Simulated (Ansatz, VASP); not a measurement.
One calculation of Rh, two programs

```
CELL_PARAMETERS angstrom
1.34415 2.32814 0.00000
-1.34415 2.32814 0.00000
0.00000 0.00000 4.24734
ATOMIC_POSITIONS crystal
Rh 0.33333 0.33334 0.25000
Rh 0.66666 0.66667 0.75000
```

The cell was built by a generator and needn't be a form met in nature.

Alike in both runs: task single point; functional r2SCAN; k mesh 8 × 8 × 4; occupations gaussian, width 0.15 eV; no spin polarisation.

|  | VASP | Ansatz |
| --- | --- | --- |
| version | VASP 6.6.1 | Ansatz 0.2.0 |
| potentials or method | VASP PAW PBE potentials, release 64 (Rh_pv) | PAW plane waves |
| plane-wave cutoff (eV) | 520 | 500 |
| valence electrons in the cell | 30 | 34 |

|  | VASP | Ansatz | Ansatz less VASP |
| --- | --- | --- | --- |
| gap on the k mesh at the Fermi level (eV) | none | none | - |
| pressure (GPa) | 12.7 | 11.1 | -1.55 |
| largest component of the traceless stress (GPa) | 3.53 | 3.42 | -0.109 |

A gap of «none» marks a metal or a gap that the smearing closes. The two sets of potentials don't hold the same shells in valence. Ansatz warned: «structure_snapped_to_symmetry».

Caveats: the k mesh is coarse (spacing up to 0.37 Å⁻¹), so the values aren't converged; the PAW data sets were made with another functional, which shifts forces and pressure a little (VASP).
